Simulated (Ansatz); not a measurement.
An Al vacancy in corundum Al2O3, 119 atoms, charge 0

All numbers come from Ansatz (PAW, plane waves, no spin–orbit coupling) at the single k point (¼, ¼, ¼) without its symmetry partners. The atoms were relaxed with PBEsol in a fixed cell; other functionals are single points on those atoms unless said otherwise. The valence top and gap of the host come from its small cell on a dense mesh, with the band extrema sought between the mesh points, lined up by the mean potential, PBEsol gap 6.03 eV, HSE06 gap 7.99 eV.

Cell: a = 9.548 Å, b = 9.548 Å, c = 13.014 Å, α = 90.00°, β = 90.00°, γ = 120.00°.

Nearest atoms after relaxation, from the placed atom (for vacancies from the middle of the vacant sites): O at 2.03 Å, O at 2.03 Å, O at 2.03 Å, O at 2.10 Å, O at 2.11 Å, O at 2.12 Å, Al at 2.53 Å, Al at 2.71 Å.

Chemical potentials μ are those of reference phases of the elements at zero temperature by the same functional (the usual solids, diamond for C, grey Sn, and the molecules H2, N2, O2, F2, Cl2, Br2 and S8).

| functional | E(defect) − E(host) − Σ nμ + q·E_VBM (eV) | monopole (eV) | alignment (eV) | formation energy at E_F = VBM (eV) | moment (μB) | wall time, shared host |
| --- | --- | --- | --- | --- | --- | --- |
| PBEsol | 12.40 | 0.00 | 0.00 | 12.40 | 3.0 | 22 s on NVIDIA GB300 (relaxation) |
| HSE06 | 13.98 | 0.00 | 0.00 | 13.98 | 3.0 | 2.4 min on NVIDIA GB300 |

HSE06 one-electron levels near the gap (the ten most localised at most), from the host's valence top:

```tsv
level (eV)	spin	filling	atoms sharing it	element of the atom with most weight
-0.08	down	1.00	29.6	O
-0.06	up	1.00	24.3	O
0.03	up	1.00	31.9	O
0.07	up	1.00	9.7	O
0.29	down	1.00	17.4	O
0.72	down	1.00	6.3	O
0.77	down	1.00	7.5	O
1.35	down	0.00	10.4	O
1.47	down	0.00	6.0	O
1.63	down	0.00	5.8	O
```

PBEsol tends to spread a hole over several anions where a hybrid would trap it on one, and single points on PBEsol atoms lack that distortion.

All elements are taken at their own reference at once; growth conditions in equilibrium with the host shift these energies, by up to the host's formation enthalpy.

One k point and a cell of this size can leave errors of several tenths of an eV in such numbers.

Removing a neutral Al atom takes away a cation that had given three electrons to the oxygen sublattice, so three holes remain in O 2p states around the vacancy. This matches the moment of 3.0 μB and the three empty spin-down levels at 1.35 to 1.63 eV, low in the HSE06 gap. These orbitals lie close in energy and share the same oxygen surroundings, so exchange favours parallel spins. Without the cation's attraction, the neighbouring oxygens move outward, and the loss of its attractive potential raises their 2p states above the valence top.

The large formation energy reflects the loss of strong, largely ionic Al–O bonding, with the Al atom returned to its metal. HSE06 gives a higher value than PBEsol, probably in part because it places the oxygen valence states deeper, making holes there more costly. The empty levels suggest a deep acceptor able to take up to three electrons, but they are not charge-transition levels, and the neutral state alone cannot show which charge prevails at a given Fermi level.
